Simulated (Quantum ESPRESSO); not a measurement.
## Ag under changes of volume

One of the cells (17.048 Å³/atom); the others are scaled copies at fixed shape and fractional positions:

```
Ag
1.0
     0.00000    2.04275    2.04275
     2.04275    0.00000    2.04275
     2.04275    2.04275    0.00000
Ag
1
Direct
  0.00000 0.00000 0.00000
```

```yaml
Program: Quantum ESPRESSO 7.5
Functional: PBEsol
Potentials_or_basis: GBRV 1.5 PBEsol
Cutoff: 762 eV
Density_cutoff: 6095 eV
k_mesh: 11 × 11 × 11
Occupations: fermi-dirac, width 0.05 eV
Spin: no spin polarisation
```

```csv
volume (Å³/atom),energy over the lowest point (meV/atom),pressure (GPa)
16.025,?,?
16.366,1.61,1.6
16.707,0.00,-1.0
17.048,3.53,-3.2
17.389,11.54,-5.1
17.730,23.31,-6.8
18.071,38.48,-8.2
```

What does the run at 16.025 Å³/atom give?

Energy over the lowest point 9.18 meV/atom; pressure 4.6 GPa.

Worked out: A Birch-Murnaghan fit of order 3 (a polynomial in V^(-2/3)) to the other rows has its minimum at 16.64 Å³/atom with B0 = V·E''(V) = 121 GPa and B' = 6.0. It gives 9.13 meV/atom at 16.025 Å³/atom, against the run's 9.18, and -dE/dV = 5.1 GPa, against 4.6.

Energies are extrapolated to zero smearing.
